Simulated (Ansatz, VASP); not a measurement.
**HfO2 in VASP and in Ansatz**

Contents of INCAR:

```
ALGO     = Normal         # electronic algorithm
EDIFF    = 1E-6           # SCF threshold, eV
EDIFFG   = -0.02          # ionic threshold
ENCUT    = 600            # plane-wave cutoff, eV
GGA      = PE             # functional
IBRION   = 2              # ionic algorithm
ISIF     = 3              # what is computed and relaxed
ISMEAR   = -1             # smearing method
LASPH    = T              # aspherical terms in the spheres
LCHARG   = F              # write CHGCAR
LREAL    = F              # projectors in reciprocal space
LWAVE    = F              # write WAVECAR
NELM     = 80             # most SCF steps
NSW      = 60             # ionic steps
PREC     = Accurate       # precision mode
SIGMA    = 0.05           # smearing width, eV
```

Contents of KPOINTS:

```
k-points
0
Gamma
  5 8 4
```

File POSCAR:

```
HfO2
1.0
    5.5563950000      0.0000000000      0.0000000000
    0.0000000000      3.3335970000      0.0000000000
    0.0000000000      0.0000000000      6.5049950000
Hf O
4 8
Direct
    0.7486820000      0.7500000000      0.6078710000
    0.2513180000      0.2500000000      0.3921290000
    0.2486820000      0.7500000000      0.8921290000
    0.7513180000      0.2500000000      0.1078710000
    0.6394990000      0.2500000000      0.4234000000
    0.3605010000      0.7500000000      0.5766000000
    0.1394990000      0.2500000000      0.0766000000
    0.8605010000      0.7500000000      0.9234000000
    0.5207940000      0.2500000000      0.8414530000
    0.4792060000      0.7500000000      0.1585470000
    0.0207940000      0.2500000000      0.6585470000
    0.9792060000      0.7500000000      0.3414530000
```

File input.yaml:

```yaml
crystal:
  lattice:
    - [5.556395, 0.0, 0.0]
    - [0.0, 3.333597, 0.0]
    - [0.0, 0.0, 6.504995]
  atoms:
    - { symbol: Hf, position: [0.748682, 0.75, 0.607871] }
    - { symbol: Hf, position: [0.251318, 0.25, 0.392129] }
    - { symbol: Hf, position: [0.248682, 0.75, 0.892129] }
    - { symbol: Hf, position: [0.751318, 0.25, 0.107871] }
    - { symbol: O, position: [0.639499, 0.25, 0.4234] }
    - { symbol: O, position: [0.360501, 0.75, 0.5766] }
    - { symbol: O, position: [0.139499, 0.25, 0.0766] }
    - { symbol: O, position: [0.860501, 0.75, 0.9234] }
    - { symbol: O, position: [0.520794, 0.25, 0.841453] }
    - { symbol: O, position: [0.479206, 0.75, 0.158547] }
    - { symbol: O, position: [0.020794, 0.25, 0.658547] }
    - { symbol: O, position: [0.979206, 0.75, 0.341453] }
hamiltonian:
  xc: pbe
  pseudopotentials: { kind: paw }
kpoints:
  mp_grid: { grid: [5, 8, 4] }
scf:
  occupations: { method: fermi_dirac, width: 0.05 }
output:
  forces: true
  stress: true
  eigenvalues: true
relax:
  f_tol: 0.01
  max_steps: 40
  cell: { stress_tol: 0.05 }
```

Measurements of this composition are mostly on another form, of space group No. 14.

Alike in both runs: task relaxation of cell and atoms; functional PBE; k mesh 5 × 8 × 4; occupations fermi-dirac, width 0.05 eV; no spin polarisation.

```csv
,VASP,Ansatz
version,VASP 6.6.1,Ansatz 0.2.0
potentials or method,"VASP PAW PBE potentials, release 64 (Hf_pv, O)",Ansatz PAW
plane-wave cutoff (eV),600,420
valence electrons in the cell,88,152
```

Ansatz gave:

```
gap on the k mesh at the Fermi level, each at its own relaxed structure (eV) : 3.44
relaxed volume (Å³/atom)                                                     : 10.17
relaxed cell length with the largest relative difference (Å)                 : 3.349
energy change over the relaxation (meV/atom)                                 : -1
```

Question: What did VASP give for the same quantities?

Answer: gap on the k mesh at the Fermi level, each at its own relaxed structure (eV): 3.41; relaxed volume (Å³/atom): 10.02; relaxed cell length with the largest relative difference (Å): 3.331; energy change over the relaxation (meV/atom): 0.

The two sets of potentials don't hold the same shells in valence.

Caveats: spin-orbit coupling is left out, which moves the levels of the heavy elements; an odd mesh through Γ misses points on the zone boundary, where band edges often lie (VASP); odd divisions of the mesh miss points on the zone boundary, where band edges often lie, so the gap on the mesh can be too wide (Ansatz); the plane-wave basis is chosen anew once the cell has moved, so the energies of steps on either side of that aren't comparable (Ansatz); the pressure holds a Pulay correction of +0.9 GPa for the finite cutoff (Ansatz). As with any semilocal functional, this PBE gap is likely too small.
